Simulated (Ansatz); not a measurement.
## Sr-87 NMR of the central transition in Sr4Ti3O10

Cell: a Materials Project structure (computed, not necessarily an observed phase), taken as it stands.

Space group I4/mmm (No. 139); a = 3.9107, c = 28.1832 Å.

```
site  Wyckoff  site symmetry       x       y       z
 Sr1       4e            4mm  0.0000  0.0000  0.5685
 Sr3       4e            4mm  0.0000  0.0000  0.2976
 Ti5       2a          4/mmm  0.0000  0.0000  0.0000
 Ti6       4e            4mm  0.0000  0.0000  0.8599
  O8       8g           2mm.  0.0000  0.5000  0.1389
  O9       4e            4mm  0.0000  0.0000  0.7906
 O11       4c           mmm.  0.5000  0.0000  0.0000
 O13       4e            4mm  0.0000  0.0000  0.0695
```

One atom of each set is listed; the run and its k-mesh use a cell of 17 atoms with edges of 14.36, 14.36, 14.36 Å.

Method: Kohn–Sham DFT in Ansatz, LDA, plane waves and PAW (field gradients read without the response of the frozen cores, which leaves them typically 4 to 6 % off), scalar-relativistic, 420 eV cutoff, Γ-centred 8×8×8 k-points, Fermi–Dirac smearing 0.02 eV.

Sr-87 has I = 9/2 and Q = 305.0 mb (Pyykkö 2018); at 11.7 T its Larmor frequency is ν₀ = 21.7 MHz. Only the quadrupole interaction is simulated: positions count from each site's isotropic chemical shift, and shift anisotropy, dipolar and J coupling are left out, though they dominate static lines narrower than about 10 kHz.

Simulated pattern of one Sr site (static powder, Gaussian broadening 20 kHz):

```csv
offset (kHz),height
-255.5,2
-242.3,37
-229.1,100
-215.9,86
-202.7,61
-189.5,50
-176.3,44
-163.1,40
-149.9,37
-136.7,35
-123.5,34
-110.3,33
-97.1,32
-84.0,31
-70.8,30
-57.6,30
-44.4,30
-31.2,30
-18.0,29
-4.8,28
8.4,24
21.6,24
34.8,25
48.0,27
61.2,28
74.4,31
87.6,35
100.8,43
114.0,61
127.2,71
140.4,26
153.6,2
```

(1) Which |C_Q| and η does the pattern imply?

Results:

(1) The pattern spans 364 kHz before broadening and its centre of gravity is at -69.9 kHz, which fixes P_Q; the places of the horns and steps fix η. That gives P_Q = 33.0 MHz, |C_Q| = 33.0 MHz and η = 0.00, the values that the calculation gives site Sr3 (9 O at 2.49–2.77 Å). The other sites have |C_Q| = 5.32 MHz. The sign of C_Q can't be read from the pattern.

An axis of threefold or higher order runs through Sr3, so V_zz lies along it and η is zero.

At this cell the LDA pressure is -8 GPa, so with LDA the cell would shrink if it were relaxed. Without spin–orbit coupling (the program notes it for Sr) the gradients are little affected as a rule: paired runs on crystals with a gap mostly move them by under 2 % at such atoms.
